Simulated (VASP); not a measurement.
# Lu (P6_3/mmc) in VASP: a series of runs, part 2 of 2

VASP 6.6.1.

## Step 4: Single point, PBE

INCAR

```
SYSTEM = Lu
  PREC = Accurate
  ENCUT = 900
  EDIFF = 1E-6
  ISMEAR = 0
  SIGMA = 0.1
  LREAL = .False.
  LASPH = .True.
  NELM = 100
  ALGO = Normal
  ISIF = 2
  LWAVE = .False.
  LCHARG = .False.
  GGA = PE
  ADDGRID = .False.
```

KPOINTS

```
regular mesh
0
Gamma
  11 11 6
  0 0 0
```

POSCAR

```
Lu
1.0
    3.5031000000      0.0000000000      0.0000000000
   -1.7515500000      3.0337735920      0.0000000000
    0.0000000000      0.0000000000      5.5509000000
Lu
2
Direct
    0.6483880000      0.2977880000      0.7516770000
    0.3414390000      0.6668870000      0.2457360000
```

Potentials or basis: VASP PAW PBE potentials, release 64 (Lu_3), 4f in core.

The run is started by

```bash
$ cat potpaw_PBE.64/Lu_3/POTCAR > POTCAR
$ mpirun -np 1 vasp_std > vasp.out
```

OUTCAR:

```text
SYSTEM = Lu
   PREC = Accurate
   ENCUT = 900
   EDIFF = 1E-6
   ISMEAR = 0
   LREAL = .False.
   LASPH = .True.
   NELM = 100
   ISIF = 2
   GGA = PE

 Found    364 irreducible k-points:

 Following reciprocal coordinates:
            Coordinates               Weight
  0.000000  0.000000  0.000000      1.000000
  0.090909  0.000000  0.000000      2.000000
  0.000000  0.090909  0.000000      2.000000
 -0.090909  0.090909  0.000000      2.000000
  0.181818  0.000000  0.000000      2.000000
  0.000000  0.181818  0.000000      2.000000
   k-points           NKPTS =    364   k-points in BZ     NKDIM =    364   number of bands    NBANDS=     13
   number of dos      NEDOS =    301   number of ions     NIONS =      2
   total plane-waves  NPLWV =  69984
   dimension x,y,z NGX =    36 NGY =   36 NGZ =   54
   dimension x,y,z NGXF=    72 NGYF=   72 NGZF=  108
   ions per type =               2
   NGX,Y,Z   is equivalent  to a cutoff of  17.08, 17.08, 16.17 a.u.
   NGXF,Y,Z  is equivalent  to a cutoff of  34.17, 34.17, 32.35 a.u.
 SYSTEM =  Lu
   PREC   = accura    normal or accurate (medium, high low for compatibility)
   ISTART =      0    job   : 0-new  1-cont  2-samecut
   ICHARG =      2    charge: 1-file 2-atom 10-const
   ISPIN  =      1    spin polarized calculation?
   LNONCOLLINEAR =      F non collinear calculations
   LSORBIT =      F    spin-orbit coupling
   LASPH  =      T    aspherical Exc in radial PAW
   ENCUT  =  900.0 eV  66.15 Ry    8.13 a.u.   8.57  8.57 13.58*2*pi/ulx,y,z
   NELM   =    100;   NELMIN=  2; NELMDL= -5     # of ELM steps
   EDIFF  = 0.1E-05   stopping-criterion for ELM
   LREAL  =      F    real-space projection
   EDIFFG = 0.1E-04   stopping-criterion for IOM
   NSW    =      0    number of steps for IOM
   IBRION =     -1    ionic relax: 0-MD 1-quasi-New 2-CG
   NFREE  =      0    steps in history (QN), initial steepest desc. (CG)
   ISIF   =      2    stress and relaxation
   ISYM   =      2    0-nonsym 1-usesym 2-fastsym
   POTIM  = 0.5000    time-step for ionic-motion
   TEBEG  =    0.0;   TEEND  =   0.0 temperature during run
   PSTRESS=    0.0 pullay stress
   NELECT =      18.0000    total number of electrons
   NUPDOWN=      -1.0000    fix difference up-down
   EMIN   =  10.00;   EMAX   =-10.00  energy-range for DOS
   EFERMI =   0.00;   METHOD = LEGACY
   ISMEAR =     0;   SIGMA  =   0.10  broadening in eV -4-tet -1-fermi 0-gaus
   EFERMI_NEDOS =   21; number of points for ismear=-14 and -15
   IALGO  =     38    algorithm
   IMIX   =      4    mixing-type and parameters
     AMIX     =   0.40;   BMIX     =  1.00
     AMIX_MAG =   1.60;   BMIX_MAG =  1.00
  volume/ion in A,a.u.               =      29.50       199.05
  Fermi-wavevector in a.u.,A,eV,Ry     =   1.102130  2.082723 16.526853  1.214689
  Thomas-Fermi vector in A             =   2.238568
   LORBIT       =      0    0 simple, 1 ext, 2 COOP (PROOUT), +10 PAW based schemes
   GGA     = PE    functional components
   LHFCALC =     F    Hartree Fock is set to
   AEXX    =    0.0000 exact exchange contribution
   IVDW    =     0    specifies the selected vdW correction
   LEPSILON=     F    determine dielectric tensor
   LRPA    =     F    only Hartree local field effects (RPA)
 non-spin polarized calculation
 Gauss-broadening in eV      SIGMA  =   0.10
  energy-cutoff  :      900.00
  volume of cell :       58.99
 maximum number of plane-waves:      3663
   NGX = 17   NGY = 17   NGZ = 27

 number of electron      18.0000000 magnetization

 Free energy of the ion-electron system (eV)
  ---------------------------------------------------
  ext. energy  EPLUGINS =         0.00000000
  ---------------------------------------------------
  free energy    TOTEN  =        -8.90303319 eV

  energy without entropy =       -8.88660939  energy(sigma->0) =       -8.89482129

 E-fermi :   2.7747     XC(G=0):  -9.9074

 val. band max:        2.7698454997   @ k =   0.0000   0.3636   0.0000
 cond. band min:       2.7802642969   @ k =   0.2727   0.2727   0.5000
 fundamental gap:      0.0104187972
 Fermi energy:         2.7747090427

 k-point     1 :       0.0000    0.0000    0.0000
  band No.  band energies     occupation
      1     -24.2742      2.00000
      2     -23.8720      2.00000
      3     -23.8482      2.00000
      4     -23.7895      2.00000
      5     -23.7795      2.00000
      6     -23.7578      2.00000
      7      -3.2471      2.00000
      8       0.3420      2.00000
      9       3.3264      0.00000
     10       4.9435      0.00000
     11       5.0486      0.00000
     12       5.2042      0.00000
     13       5.6219      0.00000

 k-point     2 :       0.0909    0.0000    0.0000
  band No.  band energies     occupation
      1     -24.2623      2.00000
      2     -23.8857      2.00000
      3     -23.8698      2.00000
      4     -23.8155      2.00000
      5     -23.7847      2.00000
      6     -23.7628      2.00000
      7      -3.0510      2.00000
      8       0.5412      2.00000
      9       3.1834      0.00000
     10       4.5214      0.00000
     11       5.1425      0.00000
     12       5.3550      0.00000
     13       5.5928      0.00000

 k-point     3 :       0.0000    0.0909    0.0000
  band No.  band energies     occupation
      1     -24.2607      2.00000
      2     -23.8976      2.00000
      3     -23.8581      2.00000
      4     -23.8082      2.00000
      5     -23.7920      2.00000
      6     -23.7645      2.00000
      7      -3.0495      2.00000
      8       0.5474      2.00000
      9       3.2034      0.00000
     10       4.4629      0.00000
     11       5.2306      0.00000
     12       5.3356      0.00000
     13       5.8231      0.00000

 k-point     4 :      -0.0909    0.0909    0.0000
  band No.  band energies     occupation
      1     -24.2618      2.00000
      2     -23.8903      2.00000
      3     -23.8651      2.00000
      4     -23.8139      2.00000
      5     -23.7865      2.00000
      6     -23.7633      2.00000
      7      -3.0505      2.00000
      8       0.5431      2.00000
      9       3.1890      0.00000
     10       4.5052      0.00000
     11       5.1671      0.00000
     12       5.3776      0.00000
     13       5.6028      0.00000

 k-point     5 :       0.1818    0.0000    0.0000
  band No.  band energies     occupation
      1     -24.2287      2.00000
      2     -23.9518      2.00000
      3     -23.8987      2.00000
      4     -23.8851      2.00000
      5     -23.7967      2.00000
      6     -23.7777      2.00000
      7      -2.4886      2.00000
      8       1.0761      2.00000
      9       2.8284      0.44739
     10       3.8127      0.00000
     11       4.8143      0.00000
     12       5.5282      0.00000
     13       5.6847      0.00000

 k-point     6 :       0.0000    0.1818    0.0000
  band No.  band energies     occupation
      1     -24.2221      2.00000
      2     -23.9664      2.00000
      3     -23.8835      2.00000
      4     -23.8823      2.00000
      5     -23.8011      2.00000
      6     -23.7846      2.00000
      7      -2.4816      2.00000
      8       1.1066      2.00000
      9       2.9019      0.07198
     10       3.7457      0.00000
     11       4.8339      0.00000
     12       5.2682      0.00000
     13       5.7599      0.00000

 [... further k-points ...]

------------------------ aborting loop because EDIFF is reached ----------------------------------------

  FORCE on cell =-STRESS in cart. coord.  units (eV):
  Direction    XX          YY          ZZ          XY          YZ          ZX
  --------------------------------------------------------------------------------------
  -------------------------------------------------------------------------------------
  Total       -0.0380696      0.2056750     -0.3039555     -0.0380568     -0.0225839     -0.0044652
  in kB       -1.0339272      5.5858970     -8.2550845     -1.0335805     -0.6133538     -0.1212705
  external PRESSURE =      -1.2343715 kB  Pullay stress =       0.0000000 kB

 VOLUME and BASIS-vectors are now :
 -----------------------------------------------------------------------------
  energy-cutoff  :      900.00
  volume of cell :       58.99
      direct lattice vectors                 reciprocal lattice vectors
     3.503100000  0.000000000  0.000000000     0.285461448  0.164811244  0.000000000
    -1.751550000  3.033773592  0.000000000     0.000000000  0.329622488  0.000000000
     0.000000000  0.000000000  5.550900000     0.000000000  0.000000000  0.180150967

 POSITION                                       TOTAL-FORCE (eV/Angst)
 -----------------------------------------------------------------------------------
      1.74978      0.90342      4.17248         0.040923      0.170889     -0.139401
      0.02801      2.02318      1.36406        -0.040923     -0.170889      0.139401
 -----------------------------------------------------------------------------------
    total drift:                                0.000000      0.000000     -0.000000

  FREE ENERGIE OF THE ION-ELECTRON SYSTEM (eV)
  ---------------------------------------------------
  free  energy   TOTEN  =        -8.9030331893 eV

  energy  without entropy=       -8.8866093863  energy(sigma->0) =       -8.89482129
```

OSZICAR:

```text
N       E                     dE             d eps       ncg     rms          rms(c)
DAV:   1     0.671280619654E+02    0.67128E+02   -0.10736E+04 14782   0.215E+03
DAV:   2    -0.550224886813E+01   -0.72630E+02   -0.71364E+02 16125   0.826E+02
DAV:   3    -0.877340193127E+01   -0.32712E+01   -0.31279E+01 17618   0.819E+01
DAV:   4    -0.890585122528E+01   -0.13245E+00   -0.12415E+00 17672   0.109E+01
DAV:   5    -0.891123794977E+01   -0.53867E-02   -0.52967E-02 16330   0.209E+00    0.251E+01
DAV:   6    -0.889670642331E+01    0.14532E-01   -0.42200E-02 16473   0.498E+00    0.149E+01
DAV:   7    -0.890312721913E+01   -0.64208E-02   -0.67382E-02 15520   0.575E+00    0.390E-01
DAV:   8    -0.890312422139E+01    0.29977E-05   -0.40353E-03 15746   0.982E-01    0.171E-01
DAV:   9    -0.890303664114E+01    0.87580E-04   -0.65449E-04 15874   0.416E-01    0.348E-02
DAV:  10    -0.890303323277E+01    0.34084E-05   -0.42914E-05 15894   0.100E-01    0.117E-02
DAV:  11    -0.890303318934E+01    0.43433E-07   -0.73152E-07  9127   0.296E-02
   1 F= -.89030332E+01 E0= -.88948213E+01  d E =-.164238E-01
```

Wall time 4.4 min (1 thread of Intel Xeon 6975P-C (Granite Rapids), shared host); peak memory 0.7 GiB.

These settings aren't checked as converged: the numbers below hold their error.

Results:

| Item | Value |
| --- | --- |
| Free energy | -8.9030 eV |
| Pressure | -0.1 GPa |
| Largest force | 0.224 eV/Å |
| Band gap on the k mesh | none (metal or under the smearing width) |

## Step 5: Single point, PBE

INCAR: that of step 4 with these lines changed.

```diff
@@ -2,3 +2,3 @@
   PREC = Accurate
-  ENCUT = 900
+  ENCUT = 400
   EDIFF = 1E-6
```

KPOINTS

```
regular mesh
0
Gamma
  19 19 10
  0 0 0
```

POSCAR

```
Lu
1.0
    3.5031000000      0.0000000000      0.0000000000
   -1.7515500000      3.0337735920      0.0000000000
    0.0000000000      0.0000000000      5.5509000000
Lu
2
Direct
    0.6666666667      0.3333333333      0.7500000000
    0.3333333333      0.6666666667      0.2500000000
```

The run is started by

```bash
$ cat potpaw_PBE.64/Lu_3/POTCAR > POTCAR
$ mpirun -np 1 vasp_std > vasp.out
```

Run time: 34 s. Hardware: 1 thread of Intel Xeon 6975P-C (Granite Rapids), shared host; peak memory 0.24 GiB.

The run converged, but some of its settings lie outside the range that counts as converged, so its numbers aren't taken as properties of the crystal.

What came out:

```yaml
Free_energy: -8.9131 eV
Pressure: -0.1 GPa
Band_gap_on_the_k_mesh: none (metal or under the smearing width)
```

## Step 6: Single point, PBE

INCAR is that of step 5.

KPOINTS is that of step 5.

POSCAR

```
Lu
1.0
    3.5031000000      0.0000000000      0.0000000000
   -1.7515500000      3.0337735920      0.0000000000
    0.0000000000      0.0000000000      5.5509000000
Lu
2
Direct
    0.6483880000      0.2977880000      0.7516770000
    0.3414390000      0.6668870000      0.2457360000
```

Potentials or basis: VASP PAW PBE potentials, release 64 (Lu_3), 4f in core.

The run is started by

```bash
$ cat potpaw_PBE.64/Lu_3/POTCAR > POTCAR
$ mpirun -np 1 vasp_std > vasp.out
```

Run time: 3.9 min. Hardware: 1 thread of Intel Xeon 6975P-C (Granite Rapids), shared host; peak memory 0.87 GiB.

These settings aren't checked as converged: the numbers below hold their error.

Results:

```yaml
Free_energy: -8.9014 eV
Pressure: -0.1 GPa
Largest_force: 0.219 eV/Å
Band_gap_on_the_k_mesh: none (metal or under the smearing width)
```
